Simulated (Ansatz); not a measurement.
**k/tetragonal_perovskite: the band gap up the ladder of functionals**

The task here is to estimate one member of a computed series from the others.

The runs shown are made with Ansatz 0.2.0. PAW datasets, plane waves. The cell comes from a prototype generator: it can be a known phase or a hypothetical one. Spin polarisation is off.

## The cell

The cell was relaxed beforehand with r2SCAN.

The symmetry is Pm-3m (No. 221, cubic); conventional cell a = 4.205 Å, 14.87 Å³ an atom. Ba has 12 O at 2.97 Å; Zr has 6 O at 2.10 Å; O has 2 Zr at 2.10 Å and 4 Ba at 2.97 Å.

Structure file:

```
Ba Zr O
1.0
     4.20534    0.00000    0.00000
     0.00000    4.20534    0.00000
     0.00000    0.00000    4.20538
Ba Zr O
1 1 3
Direct
  0.50000 0.50000 0.57203
  0.00000 0.00000 0.07199
  0.00000 0.50000 0.07199
  0.50000 0.00000 0.07199
  0.00000 0.00000 0.57199
```

Set-up of the first run:

input.yaml reads:

```yaml
crystal:
  lattice:
    - [4.2053390482, 0.0, 0.0]
    - [0.0, 4.2053390482, 0.0]
    - [0.0, 0.0, 4.2053800592]
  atoms:
    - { symbol: Ba, position: [0.5, 0.5, 0.5720279748] }
    - { symbol: Zr, position: [0.0, 0.0, 0.0719925218] }
    - { symbol: O, position: [0.0, 0.5, 0.0719943115] }
    - { symbol: O, position: [0.5, 0.0, 0.0719943115] }
    - { symbol: O, position: [0.0, 0.0, 0.5719878704] }
kpoints:
  mp_grid: { grid: [6, 6, 6] }
  band_path:
    path:
      - [[0.0, 0.0, 0.0], [-1.309449443489e-50, 0.4999983746509, -2.26515646942e-67], [0.4999983746509, 0.4999983746509, -1.64871514187e-33], [0.0, 0.0, 0.0], [0.4999983746509, 0.4999983746509, 0.5000032506983], [-1.309449443489e-50, 0.4999983746509, -2.26515646942e-67]]
      - [[0.4999983746509, 0.4999983746509, 0.5000032506983], [0.4999983746509, 0.4999983746509, -1.64871514187e-33]]
    npoints: 10
hamiltonian:
  xc: pbe
scf:
  occupations: { method: fermi_dirac, width: 0.02 }
  n_extra_bands: 5
output:
  forces: true
  stress: true
  eigenvalues: true
  write_density: true
  write_potential: true
  elf: true
  volumetric_format: npy
```

Run with:

```bash
$ ansatz run input.yaml --threads 2 --pin off --max-ram 29491MiB --backend cpu --events-out ev --progress --plain --runs-dir out
```

Steps of the session up to this table: PBE band path; r2SCAN at the same geometry; HSE06; Single point with PBE+SOC; Single point with PBE0.

One table of the session follows, with a row left open; its other results are not shown here.

| level | gap (eV) |
| --- | --- |
| PBE | ? |
| r2SCAN | 3.73 |
| HSE06 | 4.69 |
| PBE+SOC | 3.19 |
| PBE0 | 5.44 |

Q: Estimate the row for PBE from the others.

The run gave: gap (eV): 3.22. In the column «gap (eV)» it lies between PBE+SOC (3.19) and r2SCAN (3.73).

Meshes: PBE 6×6×6, r2SCAN 6×6×6, HSE06 4×4×4, PBE+SOC 6×6×6, PBE0 4×4×4

What this shows: PBE+SOC gives the least gap, 3.19 eV, and PBE0 the largest, 5.44 eV. PBE reaches 69 % of the HSE06 value, and r2SCAN 80 %. PBE0 lies 0.75 eV above HSE06, which differs from it by screening the long-range exchange.

To keep in mind: Warnings in the runs' records: stress scf threshold loose, stress exchange threshold loose.
